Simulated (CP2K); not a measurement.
The system is MoS2, a slab with vacuum.

```xyz
6
Lattice="3.1845 0.0000 0.0000 -1.5923 2.7579 0.0000 0.0000 0.0000 21.6705" Properties=species:S:1:pos:R:3 pbc="T T T"
Mo    0.0000    1.8386   18.4451
Mo    1.5923    0.9193    3.2254
S     1.5923    0.9193   16.8949
S     0.0000    1.8386    1.6741
S     1.5923    0.9193   19.9965
S     0.0000    1.8386    4.7756
```

Base run:

* Program: CP2K 2026.2
* Functional: PBE
* Potentials or basis: POTENTIAL_UZH Mo GTH-PBE-q14, S GTH-PBE-q6; TZV2P-MOLOPT-PBE-GTH basis
* Density cutoff: 6123 eV
* k mesh: 10 × 10 × 2
* Occupations: fermi-dirac, width 0.05 eV
* Spin: no spin polarisation

Its results: band gap on the k mesh 1.40 eV, indirect (least direct gap 1.91 eV); largest force 0.315 eV/Å.

Q: The run is repeated on the same cell with these changes: potentials or basis from POTENTIAL_UZH Mo GTH-PBE-q14, S GTH-PBE-q6; TZV2P-MOLOPT-PBE-GTH basis to POTENTIAL_UZH Mo GTH-PBE-q14, S GTH-PBE-q6; ccGRB-D basis; basis sets from Mo TZV2P-MOLOPT-PBE-GTH-q14, S TZV2P-MOLOPT-PBE-GTH-q6 to Mo ccGRB-D-q14, S ccGRB-D-q6. What comes out?

A: Band gap on the k mesh 1.33 eV, indirect (least direct gap 1.95 eV); largest force 0.721 eV/Å.

Caveats: the basis of atomic orbitals isn't converged, which shifts pressures, moduli and gaps.

A k mesh can miss the band edges.
